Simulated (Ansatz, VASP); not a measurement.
# LiH in VASP and in Ansatz

```
Li H
1.0
     1.98998    1.98998    0.00000
    -1.98998    1.98998    0.00000
     0.00000    0.00000    4.09935
Li H
2 2
Direct
  0.00000 0.00000 0.00000
  0.50000 0.50000 0.50000
  0.50000 0.50000 0.00000
  0.00000 0.00000 0.50000
```

Change from the starting cell: strain along c alone, the other axes held, atoms relaxed: +3.0 %.

Alike in both runs: task single point; functional PBEsol; k mesh 8 × 8 × 6; occupations gaussian, width 0.02 eV; no spin polarisation.

```csv
,VASP,Ansatz
version,VASP 6.6.1,Ansatz 0.2.0
potentials or method,"VASP PAW PBE potentials, release 64 (Li_sv, H)","scalar-relativistic, plane waves, PAW"
plane-wave cutoff (eV),520,420
valence electrons in the cell,8,8
```

```csv
,VASP,Ansatz,Ansatz less VASP
gap on the k mesh at the Fermi level (eV),2.42,2.42,+0.001
least direct gap on the mesh (eV),2.65,2.65,+0.002
```

The functional is the same, so the differences come from potentials, cutoffs and numerics.

 A k mesh can miss the band edges.
